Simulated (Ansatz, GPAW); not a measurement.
This is a calculation of TiTe for Ansatz 0.2.0. Atoms were shifted at random by some hundredths of an Å from the given cell, which wasn't relaxed again for these runs. 

Contents of input.yaml:

```yaml
crystal:
  lattice:
    - [3.842, 0.0, 0.0]
    - [-1.921, 3.3272696013, 0.0]
    - [0.0, 0.0, 6.403]
  atoms:
    - { symbol: Te, position: [0.678048, 0.333316, 0.756429] }
    - { symbol: Te, position: [0.339553, 0.666155, 0.246331] }
    - { symbol: Ti, position: [0.005624, 0.003335, 0.49866] }
    - { symbol: Ti, position: [-0.010231, -0.001929, 0.001304] }
hamiltonian:
  xc: pbesol
  pseudopotentials: { kind: paw }
kpoints:
  mp_grid: { grid: [8, 8, 4] }
scf:
  occupations: { method: fermi_dirac, width: 0.05 }
output:
  forces: true
  stress: true
  eigenvalues: true
```

Potentials or basis: Ansatz PAW.

The run is started by

```console
$ ansatz run input.yaml --threads 1 --pin off --max-ram 3584MiB --backend cpu --events-out ev --progress --plain --runs-dir out
```

What does the same run look like in GPAW 26.7.0 (ASE script)? Potentials or basis there: PAW data sets generated for this functional, cutoff 600 eV.

As run (cutoffs and basis follow the program's own potentials, and thresholds, step limits or extra output files can differ):

run.py

```python
from ase import Atoms
from ase.dft.bandgap import bandgap
from ase.io import write
from ase.units import GPa
from gpaw import GPAW, PW, setup_paths

setup_paths.insert(0, '.')

atoms = Atoms(['Te', 'Te', 'Ti', 'Ti'],
              cell=[[3.842, 0.0, 0.0],
                    [-1.921, 3.3272696013, 0.0],
                    [0.0, 0.0, 6.403]],
              scaled_positions=[[0.678048, 0.333316, 0.756429],
                                [0.339553, 0.666155, 0.246331],
                                [0.005624, 0.003335, 0.49866],
                                [-0.010231, -0.001929, 0.001304]],
              pbc=True)

calc = GPAW(mode=PW(600),
            xc='PBEsol',
            kpts={'size': (8, 8, 4), 'gamma': True},
            occupations={'name': 'fermi-dirac', 'width': 0.05},
            nbands=34,
            convergence={'density': 1e-05, 'energy': 1e-05},
            maxiter=150,
            txt='gpaw.txt')
atoms.calc = calc
energy = atoms.get_potential_energy()
forces = atoms.get_forces()
stress = atoms.get_stress()
calc.write('gs.gpw')
write('result.traj', atoms)
print(f'Energy: {energy:.6f} eV')
print('Forces (eV/A):')
print(forces.round(4))
print('Stress (GPa):', (stress / GPa).round(3))
print('Fermi level:', round(calc.get_fermi_level(), 4), 'eV')
print(f'Gap: {bandgap(calc)[0]:.4f} eV, direct: {bandgap(calc, direct=True)[0]:.4f} eV')
```

Potentials or basis: PAW data sets generated in the run's folder for this functional, pw.

Run with:

```sh
$ gpaw-setup -f PBEsol Te Ti
$ OMP_NUM_THREADS=1 python run.py
```

Both were run:

|  | Ansatz | GPAW |
| --- | --- | --- |
| Pressure | 3.6 GPa | 3.1 GPa |
| Largest force | 0.676 eV/Å | 0.671 eV/Å |
| Energy over the undisturbed cell | 9.7 meV/atom | 9.7 meV/atom |

Ansatz's pressure holds a Pulay term of +0.03 GPa for its cutoff of 420 eV, which the other run lacks.

The potentials hold 56 and 36 valence electrons a cell.

Ansatz's potentials were made for PBE.

Where Ansatz's input types no cutoff or centring, it takes its own default and a Γ-centred mesh.

Pressure is positive in compression.
